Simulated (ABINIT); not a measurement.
Crystal: CoO.

```xyz
2
Lattice="-1.5080 1.5080 2.1072 1.5080 -1.5080 2.1072 1.5080 1.5080 -2.1072" Properties=species:S:1:pos:R:3 pbc="T T T"
Co    0.0000    0.0000    0.0000
O     0.0000    0.0000    2.1072
```

Base run:

* Program: ABINIT 10.8.3 (patched build)
* Functional: WC
* Potentials or basis: JTH PAW PBE v2.0
* Cutoff: 844 eV
* k mesh: 10 × 10 × 10
* Occupations: fermi-dirac, width 0.05 eV
* Spin: collinear spin, ferromagnetic start
* Starting moments: [2.0, 0.0] μB

Its results: band gap on the k mesh none (metal or under the smearing width); pressure -9.4 GPa; net moment 2.90 μB per cell; site moments Co +2.54; O +0.28 μB.

Q: The run is repeated on the same cell with these changes: functional from WC to revPBE. What comes out?

A: Band gap on the k mesh none (metal or under the smearing width); pressure 3.5 GPa; net moment 2.93 μB per cell; site moments Co +2.58; O +0.28 μB.

revPBE binds less tightly than WC, so the same cell stands under more pressure.

Caveats: the PAW data sets were made with another functional, which shifts forces and pressure a little; a cell with one magnetic atom can't hold antiferromagnetic order, which such compounds often take; semilocal functionals often make such compounds metallic where correlation or magnetic order opens a gap, which also shifts bond lengths.

Not every run made on this cell is shown here.
